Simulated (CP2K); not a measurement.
The system is CuO.

```
Cu O
1.0
     2.99327    0.00000    0.00000
     1.49663    2.59225    0.00000
     1.49663    0.86408    4.88799
Cu O
2 2
Direct
  0.50389 0.47699 0.48801
  0.00389 0.97699 0.98801
  0.74611 0.77301 0.76199
  0.24611 0.27301 0.26199
```

The cell comes from a database or a generator and needn't be the stable form of this composition.

The cell isn't the ideal one: atoms moved 0.2 Å in one direction.

Base run:

| Item | Value |
| --- | --- |
| Program | CP2K 2026.2 |
| Functional | OLYP |
| Potentials or basis | POTENTIAL_UZH Cu GTH-PBE-q11, O GTH-PBE-q6; TZVP-MOLOPT-PBE-GTH basis |
| Density cutoff | 11565 eV |
| k mesh | 10 × 10 × 6 |
| Occupations | fermi-dirac, width 0.05 eV |
| Spin | no spin polarisation |

Its results: band gap on the k mesh none (metal or under the smearing width); pressure 8.4 GPa.

Task: After a change of settings the same cell gave: band gap on the k mesh none (metal or under the smearing width); pressure 0.2 GPa. Which change was it?
A. functional from OLYP to PBEsol
B. functional from OLYP to optB88-vdW
C. functional from OLYP to rev-vdW-DF2
D. functional from OLYP to LDA

Result: A.

PBEsol binds more tightly than OLYP, so the same cell stands under less pressure.

Caveats: the potentials were made for another functional, which shifts forces and pressure; the basis of atomic orbitals isn't converged, which shifts pressures, moduli and gaps; the run has no spin polarisation, though such a crystal can be magnetic; semilocal functionals often make such compounds metallic where correlation or magnetic order opens a gap, which also shifts bond lengths.
